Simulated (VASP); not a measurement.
A run of VASP 6.6.1:

INCAR

```
SYSTEM = Hf
PREC = Accurate
ENCUT = 520
EDIFF = 1E-7
ISMEAR = 0
SIGMA = 0.1
LREAL = .False.
LASPH = .True.
NELM = 60
ALGO = Normal
ISIF = 3
LWAVE = .False.
LCHARG = .False.
GGA = PS
IBRION = 2
NSW = 80
EDIFFG = -0.002
PSTRESS = 300.0
```

The input KPOINTS:

```
Automatic mesh
0
Gamma
  3 3 2
  0 0 0
```

The input POSCAR:

```
Hf                                      
1.0
    2.7507394351      0.0000000000     -0.0000000000
   -1.3753697175      2.3822102362      0.0000000000
    0.0000000000      0.0000000000      5.1221646962
  Hf            
     2
Direct
     0.3333333300000021    0.6666666699999979    0.2500000000000000
     0.6666666699999979    0.3333333300000021    0.7500000000000000
```

Potentials or basis: VASP PAW PBE potentials, release 64 (Hf_pv).

The run is started by

```console
$ cat potpaw_PBE.64/Hf_pv/POTCAR > POTCAR
$ mpirun -np 1 vasp_std > vasp.out
```

Hardware: 1 thread of Intel(R) Xeon(R) Platinum 8488C (Sapphire Rapids), with other jobs on the host.

Problem. Estimate the wall time of this run.

Solution. It took 10 s on 1 thread of Intel(R) Xeon(R) Platinum 8488C (Sapphire Rapids) (shared host), peak memory 0.14 GiB. Counts: scf iterations 22, k points 6, ion steps 3.
